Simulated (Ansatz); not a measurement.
Wires are cut from relaxed bulk InP (Fm-3m, not its usual structure, 20.34 Å³/atom, gap on the mesh 0.00 eV); atoms and period are relaxed, and energies count from that bulk.

Method: Ansatz 0.2.0, DFT PBEsol, scalar-relativistic, plane waves, PAW.

Cutoff 420 eV, Gaussian smearing of 0.05 eV, energies at zero smearing, symmetry of each start kept, no spin polarisation.

```csv
start,atoms,k mesh,excess energy (eV per host atom),line energy (eV/Å),period (Å),gap on the mesh (eV),highest filled level or Fermi level under vacuum (eV)
"[110] wire, 14 host atoms a period",14,1×1×14,0.479,1.767,3.793,0,4.45
"[110] wire, 16 host atoms a period*",16,1×1×14,0.343,1.409,3.895,0,-
```

A dash: not computed, or not clear enough to read.

* ends far from its start.

Each run keeps its start's symmetry and one magnetic start, so lower states can exist.

Cost: 2 runs of about 29 core-minutes in all, on AMD EPYC 9R45 (Zen 5) (shared hosts).